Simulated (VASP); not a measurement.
The system is TaN.

```
CELL_PARAMETERS angstrom
2.93800 0.00000 0.00000
-1.46900 2.54438 0.00000
0.00000 0.00000 2.88300
ATOMIC_POSITIONS crystal
Ta 0.00000 0.00000 0.50000
N 0.66667 0.33333 0.00000
```

```yaml
Program: VASP 6.6.1
Task: relaxation of cell and atoms
Functional: RPBE
Dispersion: D3(BJ)
Potentials_or_basis: VASP PAW PBE potentials, release 64 (Ta_pv, N)
Cutoff: 600 eV
k_mesh: 10 × 10 × 9
Occupations: gaussian, width 0.05 eV
Spin: no spin polarisation
Hubbard_terms: Ta d U = 8 eV
```

At the start: pressure -5.1 GPa; volume 10.78 Å³/atom.

**Question.** How do energy, volume and symmetry change on relaxing?

**Answer.** Over 6 steps the energy falls by 2.9 meV/atom and the volume is 10.62 Å³/atom (-1.4 %); space group P-6m2 (No. 187, to 0.05 Å).

Step by step:
```tsv
step	energy change (eV)	largest force (eV/Å)	pressure (GPa)	volume (Å³)
1	0.0000	0.0000	-5.15	21.55
2	0.0285	0.0000	14.58	20.49
3	-0.0057	0.0000	0.16	21.24
4	-0.0057	0.0000	0.27	21.23
5	-0.0056	0.0000	-0.22	21.26
6	-0.0058	0.0000	0.04	21.24
```

Final structure:
```yaml
crystal:
  lattice:
    - [2.91863, 0.00000, 0.00000]
    - [-1.45932, 2.52761, 0.00000]
    - [0.00000, 0.00000, 2.87959]
  atoms:
    - { symbol: Ta, position: [0.00000, 0.00000, 0.50000] }
    - { symbol: N, position: [0.66667, 0.33333, 0.00000] }
```

Caveat: the PAW data sets were made with another functional, which shifts forces and pressure a little; U without spin polarisation on a metal has little footing; pairwise dispersion overbinds metals, which lowers pressure and volume.
